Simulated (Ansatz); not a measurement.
**Ti: frozen-core PAW against all-electron methods**

```
CELL_PARAMETERS angstrom
0.00000 2.05457 2.05457
2.05457 0.00000 2.05457
2.05457 2.05457 0.00000
ATOMIC_POSITIONS crystal
Ti 0.00000 0.00000 0.00000
```

Structure from Materials Project entry mp-6985 (possibly hypothetical), not relaxed further.

Levels of theory: DFT, PBE, PAW with Ansatz's default frozen-core files, scalar-relativistic (Ansatz 0.2.0); DFT, PBE, all-electron LAPW, scalar-relativistic (Ansatz 0.2.0).

For PAW: a Γ-centred 14×14×14 k mesh, Fermi–Dirac smearing of 0.03 eV, cutoff 420 eV, no spin polarisation. LAPW targets a basis error of 0.5 meV/atom. The Ansatz runs share mesh, smearing and spin set-up. Plane-wave (PAW) pressures include the program's estimate of the Pulay term.

Stress and pressure are positive in compression.

Levels count from the Fermi level.

| quantity | PAW | LAPW |
| --- | --- | --- |
| pressure (GPa) | 0.25 | 0.24 |
| highest filled level at X (eV) | -1.713 | -1.713 |
| lowest empty level at X (eV) | 2.838 | 2.837 |
| highest filled level at U (eV) | -1.223 | -1.223 |
| lowest empty level at U (eV) | 0.676 | 0.675 |
| highest filled level at Γ (eV) | -6.072 | -6.071 |
| lowest empty level at Γ (eV) | 0.879 | 0.880 |

PAW's pressure differs from the LAPW value by about 0.01 GPa or less.
